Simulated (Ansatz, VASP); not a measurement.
**Two plane-wave programs on Ag**

```xyz
1
Lattice="0.0000 2.0521 2.0521 2.0521 0.0000 2.0521 2.0521 2.0521 0.0000" Properties=species:S:1:pos:R:3 pbc="T T T"
Ag    0.0000    0.0000    0.0000
```

Alike in both runs: functional r2SCAN; k mesh 18 × 18 × 18; occupations gaussian, width 0.1 eV; no spin polarisation.

Ansatz relaxed the structure, and its values are those at the end. VASP's run is a single point on that final structure, the one shown.

```csv
,VASP,Ansatz
version,VASP 6.6.1,Ansatz 0.2.0
potentials or method,"VASP PAW PBE potentials, release 64 (Ag)","scalar-relativistic, plane waves, PAW"
plane-wave cutoff (eV),520,500
valence electrons in the cell,11,19
```

|  | VASP | Ansatz | Ansatz less VASP |
| --- | --- | --- | --- |
| gap on the k mesh at the Fermi level (eV) | none | none | - |
| pressure (GPa) | 0.1 | 0.0 | -0.14 |

A gap of «none» marks a metal or a gap that the smearing closes. The functional is the same, so the differences come from potentials, cutoffs and numerics. The two sets of potentials don't hold the same shells in valence.

Caveats: the PAW data sets were made with another functional, which shifts forces and pressure a little (VASP).
